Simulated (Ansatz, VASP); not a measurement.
## NaI in VASP and in Ansatz

```
Na I
1.0
     0.00000    3.29987    3.29987
     3.29987    0.00000    3.29987
     3.29987    3.29987    0.00000
Na I
1 1
Direct
  0.00000 0.00000 0.00000
  0.50000 0.50000 0.50000
```

Change from the starting cell: volume scaled by 1.06.

Alike in both runs: task single point; functional LDA; k mesh 8 × 8 × 8; occupations fermi-dirac, width 0.02 eV; no spin polarisation.

|  | VASP | Ansatz |
| --- | --- | --- |
| version | VASP 6.6.1 | Ansatz 0.2.0 |
| potentials or method | VASP PAW LDA potentials, release 64 (Na_pv, I), cutoff 520 eV | all-electron LAPW, scalar-relativistic |

Ansatz gave:

| Quantity | Value |
| --- | --- |
| gap on the k mesh at the Fermi level (eV) | 3.19 |
| pressure (GPa) | -2.2 |

**Question.** Estimate VASP's values.

**Answer.** gap on the k mesh at the Fermi level (eV): 3.20; pressure (GPa): -2.2.

Ansatz ran all-electron here, so the differences hold the error of VASP's frozen core and of both bases.

Caveats: spin-orbit coupling is left out, which moves the levels of the heavy elements.
